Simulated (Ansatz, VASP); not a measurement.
**Be: VASP beside Ansatz**

INCAR

```
SYSTEM = Be
PREC = Accurate ; ENCUT = 520
EDIFF = 1E-6 ; ISMEAR = -1
SIGMA = 0.1 ; LREAL = .FALSE.
LASPH = .TRUE. ; NELM = 100
ALGO = Normal ; ISIF = 2
LWAVE = .FALSE. ; LCHARG = .TRUE.
GGA = PE ; LELF = .TRUE.
LVHAR = .TRUE. ; NBANDS = 7
```

The input KPOINTS:

```
Automatic mesh
0
G
  13 13 13
  0 0 0
```

The input POSCAR:

```
Be
1.0
   -1.2695900489      1.2695900489      1.2695900489
    1.2695900489     -1.2695900489      1.2695900489
    1.2695900489      1.2695900489     -1.2695900489
Be
1
Direct
    0.0000000000      0.0000000000      0.0000000000
```

Input for Ansatz:

```yaml
crystal:
  lattice:
    - [-1.2695900489270642, 1.2695900489270642, 1.2695900489270642]
    - [1.2695900489270642, -1.2695900489270642, 1.2695900489270642]
    - [1.2695900489270642, 1.2695900489270642, -1.2695900489270642]
  atoms:
    - { symbol: Be, position: [0.0, 0.0, 0.0] }
basis:
  ecutwfc: 550.0
kpoints:
  mp_grid:
    grid: [13, 13, 13]
hamiltonian:
  xc: pbe
  pseudopotentials:
    kind: paw
scf:
  occupations:
    method: fermi_dirac
output:
  stress: true
```

This isn't the form of Be at room conditions, which is hcp.

Alike in both runs: task single point; functional PBE; k mesh 13 × 13 × 13; no spin polarisation.

```csv
,VASP,Ansatz
version,VASP 6.6.1,Ansatz 0.2.0
potentials or method,"VASP PAW PBE potentials, release 64 (Be)","plane waves, PAW"
plane-wave cutoff (eV),520,550
occupations,"fermi-dirac, width 0.1 eV",fermi-dirac
valence electrons in the cell,2,2
```

VASP gave:

```
pressure (GPa) : -5.1
```

Task: Estimate Ansatz's values.

Result: Pressure (GPa): -5.2.
